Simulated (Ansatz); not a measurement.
Ti$_{3}$Al$_{5}$: energy along a strain

Ti$_{3}$Al$_{5}$, Pmmm, a = 3.885 Å, b = 4.002 Å, c = 8.052 Å. The structure is a Materials Project entry; whether it is the stable form wasn't checked. Ansatz: PBEsol, PAW, 420 eV, Γ-centred 10×10×6 mesh on 8 atoms, Gaussian smearing 0.15 eV; no spin polarisation. Cell vectors (Å): 3.885 0.000 0.000; 0.000 4.002 0.000; 0.000 0.000 8.052. The cell is strained by x per cent times the pattern (0 0 1 0 0 0) in the order xx yy zz yz xz xy (engineering shears), with fractional coordinates held. y is the free energy over the start, V0 = 15.651 Å³/atom.

```tsv
x (%)	y (meV/atom)
-6.00	?
-4.50	21.85
-3.00	9.56
-1.50	2.36
0.00	0.00
1.50	2.22
3.00	8.73
4.50	19.23
5.25	25.87
6.00	33.40
```

Fit y = c2 x² + c3 x³ to the other rows, get the stiffness along the pattern, and predict the missing energy.

Least squares on the rows shown. y = 1.0146 x² − 0.014473 x³. The clamped-ion stiffness p·C·p = 2 × 10.15 eV × 160.2 / 15.651 Å³ = 208 GPa, which is C33 in these axes. At x = -6.00 the fit asked for gives 39.65 meV/atom. The run gave 39.44 meV/atom, so the fit is 0.21 meV/atom too high, 0.53 % of the span of the series, against an rms of 0.02 meV/atom on the fitted rows. The row lies outside the fitted range. With a term in x⁴ added, a fit to the same known rows predicts 39.63 meV/atom, no real gain.

Cost: 10 runs of about 6 core-minutes in all, on Arm Neoverse V2 (shared hosts).